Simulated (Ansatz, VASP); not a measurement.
One calculation of Pd, two programs

```
Pd
1.0
     4.94866    0.00000    0.00000
    -2.47433    4.28566    0.00000
     0.00000    0.00000    5.32793
Pd
6
Direct
  0.04010 0.52005 0.58333
  0.47995 0.95990 0.25000
  0.47995 0.52005 0.91667
  0.52005 0.47995 0.41667
  0.52005 0.04010 0.75000
  0.95990 0.47995 0.08333
```

Alike in both runs: functional PBE; k mesh 9 × 9 × 8; occupations gaussian, width 0.1 eV; no spin polarisation.

Ansatz relaxed the structure, and its values are those at the end. VASP's run is a single point on that final structure, the one shown.

|  | VASP | Ansatz |
| --- | --- | --- |
| version | VASP 6.6.1 | Ansatz 0.2.0 |
| potentials or method | VASP PAW PBE potentials, release 64 (Pd) | scalar-relativistic, plane waves, PAW |
| plane-wave cutoff (eV) | 520 | 420 |
| valence electrons in the cell | 60 | 108 |

```tsv
	VASP	Ansatz	Ansatz less VASP
gap on the k mesh at the Fermi level (eV)	none	none	-
pressure (GPa)	-0.3	0.0	+0.29
```

A gap of «none» marks a metal or a gap that the smearing closes. With one functional, cell and mesh, what is left measures potentials, basis and numerics. The two sets of potentials don't hold the same shells in valence.
